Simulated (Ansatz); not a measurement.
Crystal: FePt (Tetraferroplatinum).

```
Pt Fe
1.0
     2.72350    0.00000    0.00000
     0.00000    2.72350    0.00000
     0.00000    0.00000    3.72000
Pt Fe
1 1
Direct
  0.50000 0.50000 0.50000
  0.00000 0.00000 0.00000
```

Base run:

* Program: Ansatz 0.2.0
* Functional: BLYP
* Potentials or basis: Ansatz PAW
* Cutoff: 420 eV (not typed: the program's choice for these potentials)
* k mesh: 10 × 10 × 7
* Occupations: fermi-dirac, width 0.05 eV
* Spin: collinear spin, ferromagnetic start
* Starting moments: [0.0, 3.0] μB

Its results: band gap on the k mesh none (metal or under the smearing width); pressure 14.1 GPa; net moment 3.22 μB per cell; site moments Pt +0.39; Fe +2.89 μB.

Question: After a change of settings the same cell gave: band gap on the k mesh none (metal or under the smearing width); pressure 7.0 GPa; net moment 3.30 μB per cell; site moments Pt +0.40; Fe +2.98 μB. Which change was it?
A. functional from BLYP to LDA; occupations from fermi-dirac, width 0.05 eV to gaussian, width 0.05 eV
B. functional from BLYP to r2SCAN; cutoff from 420 eV (not typed: the program's choice for these potentials) to 500 eV (not typed: the program's choice for these potentials)
C. functional from BLYP to revPBE

Answer: C.

Caveats: spin-orbit coupling is left out, which moves the levels of the heavy elements; the PAW data sets come from PBE, with cores solved anew for the run's functional, which leaves a small shift of forces and pressure.

Runs at the PBE level aren't shown here.
